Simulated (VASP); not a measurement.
# GaAs (F-43m) in VASP: notebook

The runs below take GaAs through relaxation of cell and atoms, with LDA, PBE.

All numbers are computed with VASP 6.6.1; they aren't measurements. Logs are shortened: lines on timing, memory, paths and dates and some standing lists are left out, and cuts for length are marked.

### 1 The structure

Symmetry: F-43m, No. 216, cubic system. Conventional cell: a = 5.611 Å, b = 5.611 Å, c = 5.611 Å, α = 90.00°, β = 90.00°, γ = 90.00°. Ga (site symmetry -43m) has 4 As at 2.43 Å as nearest neighbours. As (site symmetry -43m) is surrounded by 4 Ga at 2.43 Å.

### 2 Relaxation of cell and atoms, LDA

INCAR

```
SYSTEM = GaAs
ALGO = Normal ; EDIFF = 1E-7
EDIFFG = -0.005 ; ENCUT = 600
GGA = CA ; IBRION = 2
ISIF = 3 ; ISMEAR = 0
LASPH = .TRUE. ; LCHARG = .FALSE.
LREAL = .FALSE. ; LWAVE = .FALSE.
NELM = 80 ; NSW = 90
PREC = Accurate ; SIGMA = 0.03
```

KPOINTS

```
k-points
0
G
  10 10 10
  0 0 0
```

POSCAR

```
GaAs                                    
1.0
   -0.0000000000      2.8053051464      2.8053051464
    2.8053051464     -0.0000000000      2.8053051464
    2.8053051464      2.8053051464     -0.0000000000
  Ga              As            
     1     1
Direct
     0.0000000000000000    0.0000000000000000    0.0000000000000000
     0.2500000000000000    0.2500000000000000    0.2500000000000000
```

Potentials or basis: VASP PAW LDA potentials, release 64 (Ga_d, As).

Command:

```sh
cat potpaw_LDA.64/Ga_d/POTCAR potpaw_LDA.64/As/POTCAR > POTCAR
mpirun -np 1 vasp_std > vasp.out
```

OUTCAR:

```text
SYSTEM = GaAs
   EDIFF = 1E-7
   EDIFFG = -0.005
   ENCUT = 600
   GGA = CA
   IBRION = 2
   ISIF = 3
   ISMEAR = 0
   LASPH = .TRUE.
   LREAL = .FALSE.
   NELM = 80
   NSW = 90
   PREC = Accurate

 ion  position               nearest neighbor table
   1  0.000  0.000  0.000-   2 2.43   2 2.43   2 2.43   2 2.43
   2  0.250  0.250  0.250-   1 2.43   1 2.43   1 2.43   1 2.43

  LATTYP: Found a face centered cubic cell.
 ALAT       =     5.6106102928

  Lattice vectors:

 A1 = (   0.0000000000,   2.8053051464,   2.8053051464)
 A2 = (   2.8053051464,   0.0000000000,   2.8053051464)
 A3 = (   2.8053051464,   2.8053051464,   0.0000000000)

Analysis of symmetry for initial positions (statically):
=====================================================================
 Subroutine PRICEL returns:
 Original cell was already a primitive cell.

 Routine SETGRP: Setting up the symmetry group for a
 face centered cubic supercell.

 Subroutine GETGRP returns: Found 24 space group operations
 (whereof 24 operations were pure point group operations)
 out of a pool of 48 trial point group operations.

The static configuration has the point symmetry T_d .

Analysis of symmetry for dynamics (positions and initial velocities):
=====================================================================
 Subroutine PRICEL returns:
 Original cell was already a primitive cell.

 Routine SETGRP: Setting up the symmetry group for a
 face centered cubic supercell.

 Subroutine GETGRP returns: Found 24 space group operations
 (whereof 24 operations were pure point group operations)
 out of a pool of 48 trial point group operations.

The dynamic configuration has the point symmetry T_d .

 Subroutine INISYM returns: Found 24 space group operations
 (whereof 24 operations are pure point group operations),
 and found     1 'primitive' translations

----------------------------------------------------------------------------------------

                                     Primitive cell

  volume of cell :      44.1540

  direct lattice vectors                    reciprocal lattice vectors
     0.000000000  2.805305146  2.805305146    -0.178233730  0.178233730  0.178233730
     2.805305146  0.000000000  2.805305146     0.178233730 -0.178233730  0.178233730
     2.805305146  2.805305146  0.000000000     0.178233730  0.178233730 -0.178233730

  length of vectors
     3.967300585  3.967300585  3.967300585     0.308709876  0.308709876  0.308709876

  position of ions in fractional coordinates (direct lattice)
     0.000000000  0.000000000  0.000000000
     0.250000000  0.250000000  0.250000000

  ion indices of the primitive-cell ions
   primitive index   ion index
                 1           1
                 2           2

----------------------------------------------------------------------------------------

 KPOINTS: k-points

Automatic generation of k-mesh.
 Grid dimensions read from file:
 generate k-points for:   10   10   10

 Generating k-lattice:

  Cartesian coordinates                     Fractional coordinates (reciprocal lattice)
    -0.017823373  0.017823373  0.017823373     0.100000000  0.000000000  0.000000000
     0.017823373 -0.017823373  0.017823373     0.000000000  0.100000000  0.000000000
     0.017823373  0.017823373 -0.017823373     0.000000000  0.000000000  0.100000000

  Length of vectors
     0.030870988  0.030870988  0.030870988

  Shift w.r.t. Gamma in fractional coordinates (k-lattice)
     0.000000000  0.000000000  0.000000000

 Subroutine IBZKPT returns following result:
 ===========================================

 Found     47 irreducible k-points:

 Following reciprocal coordinates:
            Coordinates               Weight
  0.000000  0.000000  0.000000      1.000000
  0.100000  0.000000  0.000000      8.000000
  0.200000  0.000000  0.000000      8.000000
  0.300000  0.000000  0.000000      8.000000
  0.400000  0.000000  0.000000      8.000000
  0.500000  0.000000  0.000000      4.000000
[... 16 lines left out ...]
  0.300000  0.300000  0.000000      6.000000
  0.400000  0.300000  0.000000     24.000000
 [... further k-points ...]
   k-points           NKPTS =     47   k-points in BZ     NKDIM =     47   number of bands    NBANDS=     13
   number of dos      NEDOS =    301   number of ions     NIONS =      2
   total plane-waves  NPLWV =  32768
   dimension x,y,z NGX =    32 NGY =   32 NGZ =   32
   dimension x,y,z NGXF=    64 NGYF=   64 NGZF=   64
   ions per type =               1   1
   NGX,Y,Z   is equivalent  to a cutoff of  13.41, 13.41, 13.41 a.u.
   NGXF,Y,Z  is equivalent  to a cutoff of  26.82, 26.82, 26.82 a.u.
 SYSTEM =  GaAs
   PREC   = accura    normal or accurate (medium, high low for compatibility)
   ISTART =      0    job   : 0-new  1-cont  2-samecut
   ICHARG =      2    charge: 1-file 2-atom 10-const
   ISPIN  =      1    spin polarized calculation?
   LNONCOLLINEAR =      F non collinear calculations
   LSORBIT =      F    spin-orbit coupling
   LASPH  =      T    aspherical Exc in radial PAW
   ENCUT  =  600.0 eV  44.10 Ry    6.64 a.u.   7.92  7.92  7.92*2*pi/ulx,y,z
   NELM   =     80;   NELMIN=  2; NELMDL= -5     # of ELM steps
   EDIFF  = 0.1E-06   stopping-criterion for ELM
   LREAL  =      F    real-space projection
   EDIFFG = -.5E-02   stopping-criterion for IOM
   NSW    =     90    number of steps for IOM
   IBRION =      2    ionic relax: 0-MD 1-quasi-New 2-CG
   NFREE  =      1    steps in history (QN), initial steepest desc. (CG)
   ISIF   =      3    stress and relaxation
   ISYM   =      2    0-nonsym 1-usesym 2-fastsym
   POTIM  = 0.5000    time-step for ionic-motion
   TEBEG  =    0.0;   TEEND  =   0.0 temperature during run
   PSTRESS=    0.0 pullay stress
   NELECT =      18.0000    total number of electrons
   NUPDOWN=      -1.0000    fix difference up-down
   EMIN   =  10.00;   EMAX   =-10.00  energy-range for DOS
   EFERMI =   0.00;   METHOD = LEGACY
   ISMEAR =     0;   SIGMA  =   0.03  broadening in eV -4-tet -1-fermi 0-gaus
   EFERMI_NEDOS =   21; number of points for ismear=-14 and -15
   IALGO  =     38    algorithm
   IMIX   =      4    mixing-type and parameters
     AMIX     =   0.40;   BMIX     =  1.00
     AMIX_MAG =   1.60;   BMIX_MAG =  1.00
  volume/ion in A,a.u.               =      22.08       148.98
  Fermi-wavevector in a.u.,A,eV,Ry     =   1.213879  2.293900 20.048230  1.473503
  Thomas-Fermi vector in A             =   2.349317
   LORBIT       =      0    0 simple, 1 ext, 2 COOP (PROOUT), +10 PAW based schemes
   GGA     = CA    functional components
   LHFCALC =     F    Hartree Fock is set to
   AEXX    =    0.0000 exact exchange contribution
   IVDW    =     0    specifies the selected vdW correction
   LEPSILON=     F    determine dielectric tensor
   LRPA    =     F    only Hartree local field effects (RPA)
 conjugate gradient relaxation of ions
 non-spin polarized calculation
 Gauss-broadening in eV      SIGMA  =   0.03
  energy-cutoff  :      600.00
  volume of cell :       44.15
 maximum number of plane-waves:      1490
   NGX = 15   NGY = 15   NGZ = 15

 number of electron      18.0000006 magnetization

 Free energy of the ion-electron system (eV)
  ---------------------------------------------------
  ext. energy  EPLUGINS =         0.00000000
  ---------------------------------------------------
  free energy    TOTEN  =        -9.64108295 eV

  energy without entropy =       -9.64108295  energy(sigma->0) =       -9.64108295

 E-fermi :   4.1925     XC(G=0): -10.0140

 val. band max:        4.0221444764   @ k =   0.0000   0.0000   0.0000
 cond. band min:       4.5277719095   @ k =   0.0000   0.0000   0.0000
 fundamental gap:      0.5056274332
 Fermi energy:         4.1924838283

 k-point     1 :       0.0000    0.0000    0.0000
  band No.  band energies     occupation
      1     -10.9494      2.00000
      2     -10.9494      2.00000
      3     -10.9494      2.00000
      4     -10.8656      2.00000
      5     -10.8656      2.00000
      6      -8.9090      2.00000
      7       4.0221      2.00000
      8       4.0221      2.00000
      9       4.0221      2.00000
     10       4.5278      0.00000
     11       7.7017      0.00000
     12       7.7017      0.00000
     13       7.7017      0.00000

 k-point     2 :       0.1000    0.0000    0.0000
  band No.  band energies     occupation
      1     -10.9589      2.00000
      2     -10.9469      2.00000
      3     -10.9469      2.00000
      4     -10.8657      2.00000
      5     -10.8657      2.00000
      6      -8.7878      2.00000
      7       2.4731      2.00000
      8       3.8557      2.00000
      9       3.8557      2.00000
     10       5.4928      0.00000
     11       7.9452      0.00000
     12       7.9452      0.00000
     13       7.9586      0.00000

 k-point     3 :       0.2000    0.0000    0.0000
  band No.  band energies     occupation
      1     -10.9820      2.00000
      2     -10.9408      2.00000
      3     -10.9408      2.00000
      4     -10.8657      2.00000
      5     -10.8657      2.00000
      6      -8.4391      2.00000
      7       0.6459      2.00000
      8       3.4995      2.00000
      9       3.4995      2.00000
     10       5.5617      0.00000
     11       8.4162      0.00000
     12       8.4162      0.00000
     13       9.1578      0.00000
[... 305 lines left out ...]
 k-point    23 :       0.3000    0.3000    0.0000
  band No.  band energies     occupation
      1     -11.0334      2.00000
      2     -10.9157      2.00000
      3     -10.9157      2.00000
      4     -10.8828      2.00000
      5     -10.8567      2.00000
      6      -7.5700      2.00000
      7      -0.9391      2.00000
      8       1.9132      2.00000
      9       1.9132      2.00000
     10       5.6020      0.00000
     11       6.8642      0.00000
     12      11.5021      0.00000
     13      11.5021      0.00000

 k-point    24 :       0.4000    0.3000    0.0000
  band No.  band energies     occupation
      1     -11.0461      2.00000
      2     -10.9110      2.00000
      3     -10.9093      2.00000
      4     -10.8849      2.00000
      5     -10.8554      2.00000
      6      -7.1124      2.00000
      7      -1.7602      2.00000
      8       1.3350      2.00000
      9       1.6920      2.00000
     10       5.7451      0.00000
     11       6.7919      0.00000
     12      11.3267      0.00000
     13      11.9851      0.00000

 [... further k-points ...]
[... 5 lines left out ...]
  --------------------------------------------------------------------------------------
  -------------------------------------------------------------------------------------
  Total        0.0007882      0.0007882      0.0007882      0.0000000      0.0000000      0.0000000
  in kB        0.0286024      0.0286024      0.0286024      0.0000000      0.0000000      0.0000000
  external PRESSURE =       0.0286024 kB  Pullay stress =       0.0000000 kB

 VOLUME and BASIS-vectors are now :
 -----------------------------------------------------------------------------
  energy-cutoff  :      600.00
  volume of cell :       44.15
      direct lattice vectors                 reciprocal lattice vectors
     0.000000000  2.805305146  2.805305146    -0.178233730  0.178233730  0.178233730
     2.805305146  0.000000000  2.805305146     0.178233730 -0.178233730  0.178233730
     2.805305146  2.805305146  0.000000000     0.178233730  0.178233730 -0.178233730

 POSITION                                       TOTAL-FORCE (eV/Angst)
 -----------------------------------------------------------------------------------
      0.00000      0.00000      0.00000         0.000000      0.000000      0.000000
      1.40265      1.40265      1.40265        -0.000000     -0.000000     -0.000000
 -----------------------------------------------------------------------------------
    total drift:                                0.000000      0.000000      0.000000

  FREE ENERGIE OF THE ION-ELECTRON SYSTEM (eV)
  ---------------------------------------------------
  free  energy   TOTEN  =        -9.6410829493 eV

  energy  without entropy=       -9.6410829493  energy(sigma->0) =       -9.64108295

 reached required accuracy - stopping structural energy minimisation
```

It took 22 s on 1 thread of AMD EPYC 7R13 (Zen 3), shared host; peak memory 0.14 GiB.

Results:

| Property | Result |
| --- | --- |
| Free energy | -9.6411 eV |
| Pressure after relaxing | 0.0 GPa |
| Band gap on the k mesh | 0.51 eV, direct |

Final structure:
```xyz
2
Lattice="0.0000 2.8053 2.8053 2.8053 0.0000 2.8053 2.8053 2.8053 0.0000" Properties=species:S:1:pos:R:3 pbc="T T T"
Ga    0.0000    0.0000    0.0000
As    1.4027    1.4027    1.4027
```

Caveat: the relaxation stopped at its first step, so nothing moved.

[end of part 1 of 2]
